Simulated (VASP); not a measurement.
# AlP: single point with PBE+D3(BJ)

**Measured values to compare with.**

From a printed reference work, data compilation, for a bulk crystal of AlP at 4.2 K: band gap 2.505 eV (indirect).

The system is AlP.

```xyz
2
Lattice="0.0000 2.7255 2.7255 2.7255 0.0000 2.7255 2.7255 2.7255 0.0000" Properties=species:S:1:pos:R:3 pbc="T T T"
Al    0.0000    0.0000    0.0000
P     1.3627    1.3627    1.3627
```

```yaml
Program: VASP 6.6.1
Task: single point
Functional: PBE
Dispersion: D3(BJ)
Potentials_or_basis: VASP PAW PBE potentials, release 64 (Al, P)
Cutoff: 500 eV
k_mesh: 6 × 6 × 6
Occupations: gaussian, width 0.01 eV
Spin: no spin polarisation
Dipole_correction: no
Further_INCAR_settings: ALGO = Normal; EDIFF = 1e-06; NBANDS = 11
```

```json
{
  "Pressure": "0.0 GPa",
  "Band gap on the k mesh": "1.57 eV, indirect (least direct gap 3.35 eV)",
  "Dispersion energy per atom": "-0.310 eV"
}
```

Levels at points of the mesh, in eV from the valence-band top:
```
           k point  band 1  band 2  band 3  band 4  band 5  band 6  band 7  band 8  band 9
(0.00, 0.00, 0.00)  -11.53    0.00    0.00    0.00    3.35    4.57    4.57    4.57    8.84
(0.50, 0.00, 0.00)   -9.84   -5.55   -0.77   -0.77    2.83    4.82    4.82    8.29   11.55
(0.50, 0.50, 0.00)   -9.17   -5.33   -2.11   -2.11    1.57    2.46   11.11   11.11   12.11
```

It took 6.1 s on 1 thread of Intel(R) Xeon(R) Platinum 8488C (Sapphire Rapids) (shared host), peak memory 0.15 GiB.

A measured gap of AlP is 2.505 eV (indirect; 4.2 K; a printed reference work, data compilation); the calculated 1.57 eV misses it by -0.94 eV. The value is that of PBE+D3(BJ) on a finite k mesh, which can miss the band edges, without temperature or zero-point motion. Semilocal functionals fall short of measured gaps as a rule.

Caveat: three body term missing.
